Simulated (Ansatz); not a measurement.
An ordered 4-atom cell of ScAlN2 on the rocksalt lattice (P4/mmm), relaxed with r2SCAN: 8 runs in Ansatz 0.2.0, each a construction of maximally localised Wannier functions. Space group P4/mmm (No. 123), tetragonal; a = 3.045 Å, c = 4.319 Å in the conventional setting, 10.01 Å³ an atom. Around Sc lie 6 N at 2.15–2.16 Å; around N lie 4 Al at 2.15 Å and 2 Sc at 2.16 Å; around Al lie 6 N at 2.15–2.16 Å; around N lie 4 Sc at 2.15 Å and 2 Al at 2.16 Å. Note: simulated data, non-magnetic, for a generated structure that need not be the stable one.

```
CELL_PARAMETERS angstrom
3.04461 0.00000 0.00000
0.00000 3.04461 0.00000
0.00000 0.00000 4.31898
ATOMIC_POSITIONS crystal
Sc 0.00000 0.00000 0.00000
N 0.00000 0.00000 0.50000
Al 0.50000 0.50000 0.50000
N 0.50000 0.50000 0.00000
```

Windows count from the top of the filled bands; a dash means that no such window was set (without an outer window there is no disentanglement). Rows marked drawn have settings drawn at random (some not listed).

| functional | SCF mesh | trial orbitals | functions | mesh | window (eV) | frozen (eV) | settings | Ω total (Å²) | Ω invariant (Å²) | largest spread (Å²) | least projectability | interpolation miss of the model's filled bands (eV, to the nearest computed level) |
| --- | --- | --- | --- | --- | --- | --- | --- | --- | --- | --- | --- | --- |
| PBE | 6×6×6 | N s, N p | 8 | 6×6×4 | – | – | chosen | 9.85 | 8.28 | 1.33 | 0.80 | 0.087 |
| PBE | 6×6×6 | N s, N p | 8 | 4×4×4 | – | – | chosen | 9.32 | 7.81 | 1.27 | 0.80 | 0.196 |
| PBE | 6×6×6 | N s, N p | 8 | 8×8×6 | – | – | chosen | 10.21 | 8.63 | 1.36 | 0.80 | 0.042 |
| r2SCAN | 6×6×6 | N s, N p | 8 | 6×6×4 | – | – | chosen | 9.48 | 7.96 | 1.27 | 0.81 | 0.066 |
| HSE06 | 6×6×4 | N s, N p | 8 | 6×6×4 | – | – | chosen | 9.33 | 7.81 | 1.27 | 0.82 | – |
| PBE | 6×6×6 | N s, N p (loose tolerance) | 8 | 6×6×4 | – | – | drawn | 9.85 | 8.28 | 1.32 | 0.80 | 0.087 |

Problem. Estimate from these rows what the further settings give.

| functional | SCF mesh | trial orbitals | functions | mesh | window (eV) | frozen (eV) | settings |
| --- | --- | --- | --- | --- | --- | --- | --- |
| PBE | 6×6×6 | N p | 6 | 6×6×4 | – | – | chosen |
| PBE | 6×6×6 | N p | 6 | 4×4×4 | – | – | drawn |

Solution.

| functional | SCF mesh | trial orbitals | functions | mesh | window (eV) | frozen (eV) | settings | Ω total (Å²) | Ω invariant (Å²) | largest spread (Å²) | least projectability | interpolation miss of the model's filled bands (eV, to the nearest computed level) |
| --- | --- | --- | --- | --- | --- | --- | --- | --- | --- | --- | --- | --- |
| PBE | 6×6×6 | N p | 6 | 6×6×4 | – | – | chosen | 9.69 | 9.52 | 1.68 | 0.75 | 0.085 |
| PBE | 6×6×6 | N p | 6 | 4×4×4 | – | – | drawn | 9.12 | 8.98 | 1.64 | 0.75 | 0.193 |

A dash in the last column means that the miss wasn't evaluated.

For N s, N p with PBE the spread goes 9.32 Å² (4×4×4), 9.85 Å² (6×6×4), 10.21 Å² (8×8×6): finite differences on a coarse mesh understate it.
